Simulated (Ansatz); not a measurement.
Space group Im-3m (No. 229). a = 3.477 Å, b = 3.477 Å, c = 3.477 Å, α = 90.00°, β = 90.00°, γ = 90.00°
```json
{"atom": "Li", "site": "2a", "symmetry": "m-3m", "x": "0.0000", "y": "0.0000", "z": "0.0000"}
```

Equation of state of this Li structure (not necessarily the ground state), with shape and atoms relaxed at each volume where symmetry leaves them free. It has no gap at any of these volumes. Method: Ansatz, DFT r2SCAN, scalar-relativistic, plane waves, PAW.

Cutoff 500 eV; k points 16×16×16 on the computed 1-atom cell (Γ-centred); Gaussian smearing, width 0.10 eV; no spin polarisation.

```tsv
V (Å³/atom)	E − E(largest V) (meV/atom)	P (GPa)
19.749	0.66	0.91
20.379	-1.94	0.43
21.009	-2.78	0.01
21.640	-2.07	-0.36
22.270	0.00	-0.68
```

Task: Fit a third-order Birch–Murnaghan equation to E(V).

Result: V0 = 21.02 Å³/atom, B0 = 13 GPa, B0' = 3.3.

Cost: 5 runs of about 0.32 core-minutes in all, on Arm Neoverse V2 (shared hosts).